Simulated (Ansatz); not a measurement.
Orbital-resolved density of states of InSb

```yaml
crystal:
  lattice:
    - [5.35700, 0.00000, 0.00000]
    - [0.00000, 5.71200, 0.00000]
    - [0.00000, 0.00000, 3.06300]
  atoms:
    - { symbol: In, position: [0.00000, 0.00000, 0.00000] }
    - { symbol: In, position: [0.50000, 0.50000, 0.00000] }
    - { symbol: Sb, position: [0.50000, 0.00000, 0.83500] }
    - { symbol: Sb, position: [0.00000, 0.50000, 0.16500] }
```

Atoms are numbered in the order listed.

The cell comes from COD entry 1525500, which wasn't checked; take it as a given geometry.

No spin–orbit coupling, which matters for the heavy atoms here.

The calculation used Ansatz 0.2.0, DFT, PBE, all-electron LAPW, scalar-relativistic.

Numerical set-up: a Γ-centred 6×6×11 k mesh, Fermi–Dirac smearing of 0.08 eV, basis error target 1 meV/atom, no spin polarisation.

States per eV for one atom of each kind, in 0.4 eV bins named by their centres, from the Fermi level, projected on a minimal set of Löwdin-orthogonalised atomic shells; orbitals are real harmonics on the Cartesian axes, equal curves share a column, and empty bins are left out, as is all above 3.7 eV, near the top of the computed bands.

In1 5p:

```
# E all pz px py
-12.7 0.01 0.00 0.00 0.00
-12.3 0.05 0.01 0.02 0.02
-11.9 0.09 0.02 0.04 0.03
-11.5 0.14 0.02 0.06 0.05
-11.1 0.18 0.02 0.09 0.07
-10.7 0.16 0.02 0.07 0.06
-10.3 0.13 0.02 0.06 0.05
-9.9 0.11 0.02 0.05 0.04
-9.5 0.09 0.02 0.04 0.03
-9.1 0.08 0.01 0.04 0.03
-8.7 0.07 0.01 0.04 0.03
-8.3 0.04 0.01 0.02 0.01
-7.9 0.03 0.02 0.01 0.01
-7.5 0.04 0.02 0.01 0.01
-7.1 0.06 0.03 0.02 0.01
-6.7 0.07 0.04 0.02 0.01
-6.3 0.08 0.04 0.02 0.01
-5.9 0.09 0.05 0.03 0.02
-5.5 0.20 0.11 0.05 0.04
-5.1 0.15 0.08 0.04 0.03
-4.7 0.14 0.05 0.04 0.05
-4.3 0.17 0.05 0.05 0.07
-3.9 0.19 0.04 0.07 0.08
-3.5 0.22 0.04 0.09 0.09
-3.1 0.24 0.04 0.11 0.10
-2.7 0.21 0.04 0.08 0.08
-2.3 0.33 0.15 0.08 0.11
-1.9 0.36 0.16 0.09 0.11
-1.5 0.32 0.14 0.09 0.10
-1.1 0.20 0.07 0.06 0.07
-0.7 0.19 0.08 0.04 0.07
-0.3 0.24 0.13 0.05 0.06
0.1 0.27 0.15 0.05 0.07
0.5 0.29 0.15 0.06 0.07
0.9 0.34 0.18 0.07 0.10
1.3 0.34 0.17 0.08 0.09
1.7 0.25 0.13 0.05 0.06
2.1 0.19 0.09 0.04 0.06
2.5 0.32 0.11 0.07 0.14
2.9 0.39 0.12 0.09 0.18
3.3 0.39 0.11 0.11 0.17
```

Sb3 5p:

```
# E all pz px py
-12.3 0.01 0.00 0.00 0.00
-11.9 0.02 0.01 0.01 0.01
-11.5 0.03 0.02 0.01 0.01
-11.1 0.04 0.02 0.01 0.01
-10.7 0.05 0.03 0.01 0.01
-10.3 0.05 0.04 0.01 0.01
-9.9 0.05 0.04 0.01 0.01
-9.5 0.05 0.04 0.00 0.01
-9.1 0.04 0.03 0.00 0.00
-8.7 0.02 0.02 0.00 0.00
-8.3 0.06 0.01 0.03 0.02
-7.9 0.10 0.00 0.06 0.04
-7.5 0.13 0.00 0.08 0.05
-7.1 0.17 0.00 0.11 0.06
-6.7 0.17 0.00 0.10 0.07
-6.3 0.18 0.00 0.10 0.08
-5.9 0.19 0.01 0.11 0.08
-5.5 0.44 0.16 0.17 0.12
-5.1 0.34 0.12 0.12 0.10
-4.7 0.32 0.12 0.10 0.10
-4.3 0.46 0.22 0.12 0.12
-3.9 0.45 0.18 0.13 0.14
-3.5 0.47 0.16 0.15 0.16
-3.1 0.53 0.18 0.18 0.18
-2.7 0.43 0.13 0.15 0.15
-2.3 0.62 0.22 0.17 0.23
-1.9 0.64 0.17 0.20 0.27
-1.5 0.64 0.16 0.22 0.26
-1.1 0.47 0.12 0.14 0.20
-0.7 0.40 0.14 0.09 0.17
-0.3 0.33 0.17 0.07 0.09
0.1 0.33 0.16 0.07 0.10
0.5 0.35 0.15 0.08 0.12
0.9 0.38 0.16 0.09 0.13
1.3 0.36 0.13 0.12 0.11
1.7 0.29 0.13 0.10 0.06
2.1 0.20 0.11 0.04 0.05
2.5 0.24 0.14 0.04 0.06
2.9 0.28 0.14 0.06 0.08
3.3 0.32 0.17 0.08 0.08
```

In1 5s:

```
# E all
-12.7 0.01
-12.3 0.05
-11.9 0.06
-11.5 0.06
-11.1 0.05
-10.7 0.05
-10.3 0.04
-9.9 0.04
-9.5 0.05
-9.1 0.03
-8.7 0.02
-8.3 0.05
-7.9 0.10
-7.5 0.14
-7.1 0.19
-6.7 0.19
-6.3 0.19
-5.9 0.18
-5.5 0.23
-5.1 0.16
-4.7 0.11
-4.3 0.12
-3.9 0.10
-3.5 0.11
-3.1 0.10
-2.7 0.07
-2.3 0.09
-1.9 0.07
-1.5 0.08
-1.1 0.06
-0.7 0.08
-0.3 0.10
0.1 0.11
0.5 0.11
0.9 0.13
1.3 0.11
1.7 0.08
2.1 0.08
2.5 0.10
2.9 0.13
3.3 0.13
```

Sb3 5s:

```
# E all
-12.7 0.02
-12.3 0.10
-11.9 0.15
-11.5 0.22
-11.1 0.29
-10.7 0.30
-10.3 0.31
-9.9 0.33
-9.5 0.33
-9.1 0.29
-8.7 0.27
-8.3 0.17
-7.9 0.07
-7.5 0.02
-7.1 0.03
-6.7 0.04
-6.3 0.05
-5.9 0.05
-5.5 0.07
-5.1 0.06
-4.7 0.06
-4.3 0.06
-3.9 0.06
-3.5 0.06
-3.1 0.06
-2.7 0.04
-2.3 0.05
-1.9 0.04
-1.5 0.04
-1.1 0.03
-0.7 0.04
-0.3 0.05
0.1 0.05
0.5 0.06
0.9 0.08
1.3 0.07
1.7 0.05
2.1 0.04
2.5 0.06
2.9 0.06
3.3 0.07
```
